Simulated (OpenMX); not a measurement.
NiO:

```
Ni O
1.0
     0.00000    2.08590    2.08590
     2.08590    0.00000    2.08590
     2.08590    2.08590    0.00000
Ni O
1 1
Direct
  0.00000 0.00000 0.00000
  0.50000 0.50000 0.50000
```

Base run:

* Program: OpenMX 3.8.5
* Functional: PBE
* Potentials or basis: OpenMX 2013 PBE set, Ni6.0H-s3p2d2, O6.0-s2p2d1, grid cutoff 500 Ry
* k mesh: 11 × 11 × 11
* Occupations: fermi-dirac, width 0.05 eV
* Spin: collinear spin, ferromagnetic start
* Starting moments: [1.0, 0.0] μB

Its results: pressure 1.6 GPa; net moment 0.34 μB per cell; site moments Ni +0.29; O +0.05 μB.

Problem. The run is repeated on the same cell with these changes: potentials or basis from OpenMX 2013 PBE set, Ni6.0H-s3p2d2, O6.0-s2p2d1, grid cutoff 500 Ry to OpenMX 2013 PBE set, Ni6.0H-s2p2d1, O6.0-s2p2, grid cutoff 500 Ry. What comes out?

Solution. Pressure 6.9 GPa; net moment 0.34 μB per cell; site moments Ni +0.29; O +0.05 μB.

Caveats: the basis of atomic orbitals isn't converged, which shifts pressures, moduli and gaps; the transition metal has a single d function, too few for pressures, volumes and moments (some runs).
